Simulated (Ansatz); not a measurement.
Runs of Ansatz 0.2.0 on SnSe2. It takes space group P-3m1 (No. 164, trigonal). The conventional cell has a = 3.811 Å, b = 3.811 Å, c = 6.136 Å, α = 90.00°, β = 90.00°, γ = 120.00°. Sn (site symmetry -3m) is surrounded by 6 Se at 2.68 Å. Around Se (site symmetry 3m) lie 3 Sn at 2.68 Å. 

```csv
task,level,cell,k mesh,cutoff (eV),smearing,points for each segment of the path,atoms under strain,gap on the mesh (eV),pressure (GPa),relaxed volume (Å³/atom),largest force (eV/Å)
relaxation of cell and atoms,RPBE,relaxed,8 × 8 × 5,420,fermi-dirac 0.05 eV,-,-,0.84,0.0,35.91,-
band structure,exchange-only PBE,as given,8 × 8 × 5,420,fermi-dirac 0.05 eV,14,-,0.83,15.6,-,(b)
elastic constants,r2SCAN,as given,7 × 7 × 4,500,fixed,-,clamped,1.10,3.6,-,(a)
relaxation of cell and atoms,BLYP+D3(BJ),relaxed,8 × 8 × 5,420,fermi-dirac 0.05 eV,-,-,(c),0.0,25.34,-
relaxation of cell and atoms,LDA,relaxed,8 × 8 × 5,420,fermi-dirac 0.05 eV,-,-,-,0.0,24.57,-
```

Alike in all rows: potentials or basis Ansatz PAW; no spin polarisation.

Question: Estimate the missing entries.

Answer: (a) 0.52; (b) 1.53; (c) 0.16.

Caveats: the PAW data sets come from PBE, with cores solved anew for the run's functional, which leaves a small shift of forces and pressure; spin-orbit coupling is left out, which moves the levels of the heavy elements (some runs); odd divisions of the mesh miss points on the zone boundary, where band edges often lie, so the gap on the mesh can be too wide (some runs); the plane-wave basis is chosen anew once the cell has moved, so the energies of steps on either side of that aren't comparable (some runs); the volume moved by over 15 % at a fixed basis, so the end points are rough (some runs); this functional lacks dispersion, which binds the layers, so the pressure and a relaxed spacing across them are unreliable, and here the layers came unbound (some runs); the volume moved by +40 % from the deposited cell, more than functionals usually miss (some runs).

A k mesh can miss the band edges, and the runs leave out spin-orbit coupling on Se, Sn.

Runs at the PBE level aren't shown here.
